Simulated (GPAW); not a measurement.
A run of GPAW 26.7.0 is set up as follows.

The input run.py:

```python
from ase import Atoms
from ase.dft.bandgap import bandgap
from ase.io import write
from ase.units import GPa
from gpaw import GPAW, PW, setup_paths

setup_paths.insert(0, '.')

atoms = Atoms(['Au', 'Cu'],
              cell=[[2.8107494552, 0.0, 0.0],
                    [0.0, 2.8107494552, 0.0],
                    [0.0, 0.0, 3.685]],
              scaled_positions=[[-0.00706, 0.003154, -0.015573],
                                [0.496564, 0.48971, 0.494763]],
              pbc=True)

calc = GPAW(mode=PW(600),
            xc='PBEsol',
            kpts={'size': (9, 9, 7), 'gamma': True},
            occupations={'name': 'fermi-dirac', 'width': 0.05},
            nbands=23,
            convergence={'density': 1e-05, 'energy': 1e-05},
            maxiter=150,
            txt='gpaw.txt')
atoms.calc = calc
energy = atoms.get_potential_energy()
forces = atoms.get_forces()
stress = atoms.get_stress()
calc.write('gs.gpw')
write('result.traj', atoms)
print(f'Energy: {energy:.6f} eV')
print('Forces (eV/A):')
print(forces.round(4))
print('Stress (GPa):', (stress / GPa).round(3))
print('Fermi level:', round(calc.get_fermi_level(), 4), 'eV')
print(f'Gap: {bandgap(calc)[0]:.4f} eV, direct: {bandgap(calc, direct=True)[0]:.4f} eV')
```

Potentials or basis: PAW data sets generated in the run's folder for this functional, pw.

Run with:

```bash
$ gpaw-setup -f PBEsol Au Cu
$ OMP_NUM_THREADS=1 python run.py
```

Predict the pressure.

-1.3 GPa.

Predict the band gap on the k mesh.

none (metal or under the smearing width).

Forces on the atoms (eV/Å):
```
Au   0.036 -0.133  0.266
Cu  -0.036  0.133 -0.266
```

Caveat: with these Cu and Au data sets, volumes or pressures lay over 1.5 % or 2 GPa off other programs in two to four cells of ten. Spin-orbit coupling is left out, which matters for the levels of Au.
